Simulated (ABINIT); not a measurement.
Crystal: BN.

```xyz
4
Lattice="2.4982 0.0000 0.0000 -1.2491 2.1635 0.0000 0.0000 0.0000 6.6357" Properties=species:S:1:pos:R:3 pbc="T T T"
N     1.2491    0.7212    1.6589
N     0.0000    1.4424    4.9768
B     1.2491    0.7212    4.9768
B     0.0000    1.4424    1.6589
```

Base run:

```yaml
Program: ABINIT 10.8.3 (patched build)
Functional: WC
Potentials_or_basis: JTH PAW PBE v2.0
Cutoff: 707 eV
k_mesh: 12 × 12 × 4
Occupations: fermi-dirac, width 0.05 eV
Spin: no spin polarisation
```

Its results: band gap on the k mesh 4.19 eV, indirect (least direct gap 4.61 eV); pressure 1.9 GPa.

Q: The run is repeated on the same cell with these changes: functional from WC to PBEsol; k mesh from 12 × 12 × 4 to 10 × 10 × 3. What comes out?

A: Band gap on the k mesh 4.13 eV, indirect (least direct gap 4.60 eV); pressure 2.6 GPa.

Several settings changed at once, so the effect can't be laid on one alone.

Caveats: the PAW data sets were made with another functional, which shifts forces and pressure a little; this functional lacks dispersion, which binds the layers, so the pressure and a relaxed spacing across them are unreliable; the atomic spheres overlap; an odd mesh through Γ misses points on the zone boundary, where band edges often lie (some runs).
